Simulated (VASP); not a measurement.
# KI (Pm-3m) in VASP: a series of runs, part 2 of 2

VASP 6.6.1. Earlier steps stand in the parts before.

### 5 Single point, r2SCAN

File INCAR:

```
SYSTEM = KI
ADDGRID = .False.
ALGO = Normal
EDIFF = 1E-6
ENCUT = 550
ISIF = 2
ISMEAR = 0
LASPH = .True.
LCHARG = .False.
LMIXTAU = .True.
LREAL = .False.
LWAVE = .False.
METAGGA = R2SCAN
NBANDS = 15
NELM = 100
PREC = Accurate
SIGMA = 0.05
```

File KPOINTS:

```
k-points
0
Gamma
  2 2 2
  0 0 0
```

File POSCAR:

```
KI
1.0
    4.2911966600      0.0000000000      0.0000000000
    0.0000000000      4.2911966600      0.0000000000
    0.0000000000      0.0000000000      4.2911966600
I K
1 1
Direct
    0.5000000000      0.5000000000      0.5000000000
    0.0000000000      0.0000000000      0.0000000000
```

Potentials or basis: VASP PAW PBE potentials, release 64 (I, K_sv).

Launch:

```
> cat potpaw_PBE.64/I/POTCAR potpaw_PBE.64/K_sv/POTCAR > POTCAR
> mpirun -np 1 vasp_std > vasp.out
```

OUTCAR:

```text
SYSTEM = KI
   EDIFF = 1E-6
   ENCUT = 550
   ISIF = 2
   ISMEAR = 0
   LASPH = .True.
   LREAL = .False.
   METAGGA = R2SCAN
   NELM = 100
   PREC = Accurate

 Found      4 irreducible k-points:

 Following reciprocal coordinates:
            Coordinates               Weight
  0.000000  0.000000  0.000000      1.000000
  0.500000  0.000000  0.000000      3.000000
  0.500000  0.500000  0.000000      3.000000
  0.500000  0.500000  0.500000      1.000000
   k-points           NKPTS =      4   k-points in BZ     NKDIM =      4   number of bands    NBANDS=     15
   number of dos      NEDOS =    301   number of ions     NIONS =      2
   total plane-waves  NPLWV =  46656
   dimension x,y,z NGX =    36 NGY =   36 NGZ =   36
   dimension x,y,z NGXF=    72 NGYF=   72 NGZF=   72
   ions per type =               1   1
   NGX,Y,Z   is equivalent  to a cutoff of  13.95, 13.95, 13.95 a.u.
   NGXF,Y,Z  is equivalent  to a cutoff of  27.89, 27.89, 27.89 a.u.
 SYSTEM =  KI
   PREC   = accura    normal or accurate (medium, high low for compatibility)
   ISTART =      0    job   : 0-new  1-cont  2-samecut
   ICHARG =      2    charge: 1-file 2-atom 10-const
   ISPIN  =      1    spin polarized calculation?
   LNONCOLLINEAR =      F non collinear calculations
   LSORBIT =      F    spin-orbit coupling
   LASPH  =      T    aspherical Exc in radial PAW
   ENCUT  =  550.0 eV  40.42 Ry    6.36 a.u.   8.21  8.21  8.21*2*pi/ulx,y,z
   NELM   =    100;   NELMIN=  2; NELMDL= -5     # of ELM steps
   EDIFF  = 0.1E-05   stopping-criterion for ELM
   LREAL  =      F    real-space projection
   EDIFFG = 0.1E-04   stopping-criterion for IOM
   NSW    =      0    number of steps for IOM
   IBRION =     -1    ionic relax: 0-MD 1-quasi-New 2-CG
   NFREE  =      0    steps in history (QN), initial steepest desc. (CG)
   ISIF   =      2    stress and relaxation
   ISYM   =      2    0-nonsym 1-usesym 2-fastsym
   POTIM  = 0.5000    time-step for ionic-motion
   TEBEG  =    0.0;   TEEND  =   0.0 temperature during run
   PSTRESS=    0.0 pullay stress
   NELECT =      16.0000    total number of electrons
   NUPDOWN=      -1.0000    fix difference up-down
   EMIN   =  10.00;   EMAX   =-10.00  energy-range for DOS
   EFERMI =   0.00;   METHOD = LEGACY
   ISMEAR =     0;   SIGMA  =   0.05  broadening in eV -4-tet -1-fermi 0-gaus
   EFERMI_NEDOS =   21; number of points for ismear=-14 and -15
   IALGO  =     38    algorithm
   IMIX   =      4    mixing-type and parameters
     AMIX     =   0.40;   BMIX     =  1.00
     AMIX_MAG =   1.60;   BMIX_MAG =  1.00
  volume/ion in A,a.u.               =      39.51       266.63
  Fermi-wavevector in a.u.,A,eV,Ry     =   0.961324  1.816639 12.573738  0.924144
  Thomas-Fermi vector in A             =   2.090686
   LORBIT       =      0    0 simple, 1 ext, 2 COOP (PROOUT), +10 PAW based schemes
   METAGGA = R2SCAN    functional components
   LHFCALC =     F    Hartree Fock is set to
   AEXX    =    0.0000 exact exchange contribution
   IVDW    =     0    specifies the selected vdW correction
   LEPSILON=     F    determine dielectric tensor
   LRPA    =     F    only Hartree local field effects (RPA)
 non-spin polarized calculation
 Gauss-broadening in eV      SIGMA  =   0.05
  energy-cutoff  :      550.00
  volume of cell :       79.02
 maximum number of plane-waves:      2360
 NGX is ok and might be reduce to    36
   NGX = 17   NGY = 17   NGZ = 17

 number of electron      16.0000001 magnetization

 Free energy of the ion-electron system (eV)
  ---------------------------------------------------
  ext. energy  EPLUGINS =         0.00000000
  ---------------------------------------------------
  free energy    TOTEN  =       -33.47593187 eV

  energy without entropy =      -33.47593187  energy(sigma->0) =      -33.47593187

 E-fermi :   0.9965     XC(G=0):  -7.9961

 val. band max:        0.7351712361   @ k =   0.5000   0.5000   0.0000
 cond. band min:       4.6711543858   @ k =   0.0000   0.0000   0.0000
 fundamental gap:      3.9359831497
 Fermi energy:         0.9964590090

 k-point     1 :       0.0000    0.0000    0.0000
  band No.  band energies     occupation
      1     -30.0916      2.00000
      2     -12.7711      2.00000
      3     -12.7711      2.00000
      4     -12.7711      2.00000
      5     -10.7177      2.00000
      6       0.3575      2.00000
      7       0.3575      2.00000
      8       0.3575      2.00000
      9       4.6712      0.00000
     10       5.8707      0.00000
     11       5.8707      0.00000
     12       9.6519      0.00000
     13       9.6519      0.00000
     14       9.6519      0.00000
     15      11.7802      0.00000

 k-point     2 :       0.5000    0.0000    0.0000
  band No.  band energies     occupation
      1     -30.0872      2.00000
      2     -12.9202      2.00000
      3     -12.7601      2.00000
      4     -12.7601      2.00000
      5     -10.4069      2.00000
      6      -1.6038      2.00000
      7       0.4392      2.00000
      8       0.4392      2.00000
      9       6.7910      0.00000
     10       7.2814      0.00000
     11       8.3162      0.00000
     12       8.3913      0.00000
     13       9.9711      0.00000
     14       9.9711      0.00000
     15       9.9942      0.00000

 k-point     3 :       0.5000    0.5000    0.0000
  band No.  band energies     occupation
      1     -30.0830      2.00000
      2     -12.8501      2.00000
      3     -12.8501      2.00000
      4     -12.7520      2.00000
      5     -10.3378      2.00000
      6      -1.0329      2.00000
      7      -1.0329      2.00000
      8       0.7352      2.00000
      9       5.0396      0.00000
     10       6.9964      0.00000
     11       7.9961      0.00000
     12       7.9961      0.00000
     13      10.3987      0.00000
     14      10.3987      0.00000
     15      10.7093      0.00000

 k-point     4 :       0.5000    0.5000    0.5000
  band No.  band energies     occupation
      1     -30.0790      2.00000
      2     -12.8324      2.00000
      3     -12.8324      2.00000
      4     -12.8324      2.00000
      5     -10.1478      2.00000
      6      -0.9687      2.00000
      7      -0.9687      2.00000
      8      -0.9687      2.00000
      9       6.7503      0.00000
     10       6.7503      0.00000
     11       6.7503      0.00000
     12      10.2034      0.00000
     13      10.2034      0.00000
     14      10.2034      0.00000
     15      10.7705      0.00000

------------------------ aborting loop because EDIFF is reached ----------------------------------------

  FORCE on cell =-STRESS in cart. coord.  units (eV):
  Direction    XX          YY          ZZ          XY          YZ          ZX
  --------------------------------------------------------------------------------------
  -------------------------------------------------------------------------------------
  Total        0.8798712      0.8798712      0.8798712      0.0000000      0.0000000     -0.0000000
  in kB       17.8399835     17.8399835     17.8399835      0.0000000      0.0000000     -0.0000000
  external PRESSURE =      17.8399835 kB  Pullay stress =       0.0000000 kB

 VOLUME and BASIS-vectors are now :
 -----------------------------------------------------------------------------
  energy-cutoff  :      550.00
  volume of cell :       79.02
      direct lattice vectors                 reciprocal lattice vectors
     4.291196660  0.000000000  0.000000000     0.233035230  0.000000000  0.000000000
     0.000000000  4.291196660  0.000000000     0.000000000  0.233035230  0.000000000
     0.000000000  0.000000000  4.291196660     0.000000000  0.000000000  0.233035230

 POSITION                                       TOTAL-FORCE (eV/Angst)
 -----------------------------------------------------------------------------------
      2.14560      2.14560      2.14560         0.000000      0.000000      0.000000
      0.00000      0.00000      0.00000         0.000000      0.000000      0.000000
 -----------------------------------------------------------------------------------
    total drift:                                0.000000      0.000000      0.000000

  FREE ENERGIE OF THE ION-ELECTRON SYSTEM (eV)
  ---------------------------------------------------
  free  energy   TOTEN  =       -33.4759318675 eV

  energy  without entropy=      -33.4759318675  energy(sigma->0) =      -33.47593187
```

stdout:

```text
POSCAR found type information on POSCAR I K
 POSCAR found :  2 types and       2 ions
 scaLAPACK will be used
 -----------------------------------------------------------------------------
|                                                                             |
|                                                                             |
|     You enforced a specific xc type in the INCAR file but a different       |
|     I HOPE YOU KNOW WHAT YOU ARE DOING!                                     |
|                                                                             |
 -----------------------------------------------------------------------------

 LDA part: xc-table for (None), standard interpolation
 POSCAR, INCAR and KPOINTS ok, starting setup
 FFT: planning ... GRIDC
 FFT: planning ... GRID_SOFT
 FFT: planning ... GRID
 WAVECAR not read
 entering main loop
```

Run time: 33 s. Hardware: 1 thread of Intel Xeon Platinum 8259CL at 2.50GHz (Skylake/Cascade Lake), shared host; peak memory 0.22 GiB.

These settings aren't checked as converged: the numbers below hold their error.

What came out:

- Free energy: -33.4759 eV
- Pressure: 1.8 GPa
- Band gap on the k mesh: 3.94 eV, indirect (least direct gap 4.30 eV)

Caveat: the k mesh is coarse (spacing up to 0.73 Å⁻¹), so the values aren't converged; the PAW data sets were made with another functional, which shifts forces and pressure a little; spin-orbit coupling is left out, which moves the levels of the heavy elements.

### 6 The reference run

An earlier run on the cell as given: functional PBE; potentials or basis VASP PAW PBE potentials, release 64 (I, K_sv); cutoff 520 eV; k mesh 6 × 6 × 6; occupations fermi-dirac, width 0.05 eV; no spin polarisation.

* Pressure: 0.5 GPa
* Band gap on the k mesh: 3.33 eV, indirect (least direct gap 3.69 eV)
